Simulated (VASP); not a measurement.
# KI: single point with BLYP

The system is KI.

```
K I
1.0
     2.51266   -4.25523    0.00000
     2.51266    4.25523    0.00000
     0.00000    0.00000    8.67659
K I
2 2
Direct
  0.50000 0.50000 0.50000
  0.50000 0.50000 0.00000
  0.84023 0.15977 0.25000
  0.15977 0.84023 0.75000
```

The cell comes from a database or a generator and needn't be the stable form of this composition.

| Quantity | Value |
| --- | --- |
| Program | VASP 6.6.1 |
| Task | single point |
| Functional | BLYP |
| Potentials or basis | VASP PAW PBE potentials, release 64 (K_sv, I) |
| Cutoff | 520 eV |
| k mesh | 5 × 5 × 3 |
| Occupations | gaussian, width 0.01 eV |
| Spin | no spin polarisation |

```
Pressure               : 0.7 GPa
Largest force          : 0.035 eV/Å
Band gap on the k mesh : 3.77 eV, direct
```

Forces in eV/Å, atoms in the order of the input:
```
K    0.000  0.000  0.000
K    0.000  0.000  0.000
I    0.000  0.035  0.000
I    0.000 -0.035  0.000
```

Levels at points of the mesh, in eV from the valence-band top:
```csv
k point,band 14,band 15,band 16,band 17,band 18,band 19
"(0.00, 0.00, 0.00)",-0.20,-0.06,0.00,3.77,5.54,5.68
```

It took 2.1 min on 1 thread of Intel(R) Xeon(R) Platinum 8259CL CPU @ 2.50GHz (Skylake/Cascade Lake) (shared host), peak memory 0.33 GiB.

Caveat: the PAW data sets were made with another functional, which shifts forces and pressure a little; spin-orbit coupling is left out, which moves the levels of the heavy elements. A hybrid or GW would open this gap; BLYP tends to underestimate it.
